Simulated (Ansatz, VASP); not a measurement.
## One calculation of GaN, two programs

```
Ga N
1.0
     3.32858    0.00000    0.00000
    -1.66429    2.88263    0.00000
     0.00000    0.00000    4.85615
Ga N
2 2
Direct
  0.33333 0.66667 0.75000
  0.66667 0.33333 0.25000
  0.33333 0.66667 0.25000
  0.66667 0.33333 0.75000
```

Alike in both runs: task relaxation of cell and atoms; functional PBE; k mesh 9 × 9 × 6; occupations gaussian, width 0.02 eV; no spin polarisation.

|  | VASP | Ansatz |
| --- | --- | --- |
| version | VASP 6.6.1 | Ansatz 0.2.0 |
| potentials or method | VASP PAW PBE potentials, release 64 (Ga_d, N) | scalar-relativistic, plane waves, PAW |
| plane-wave cutoff (eV) | 600 | 420 |
| valence electrons in the cell | 36 | 36 |

```tsv
	VASP	Ansatz	Ansatz less VASP
gap on the k mesh at the Fermi level, each at its own relaxed structure (eV)	1.16	1.15	-0.009
relaxed volume (Å³/atom)	11.67	11.68	+0.010
relaxed cell length with the largest relative difference (Å)	4.879	4.881	+0.0018
```

PBE gaps usually lie below the measured ones, often by a third to a half.
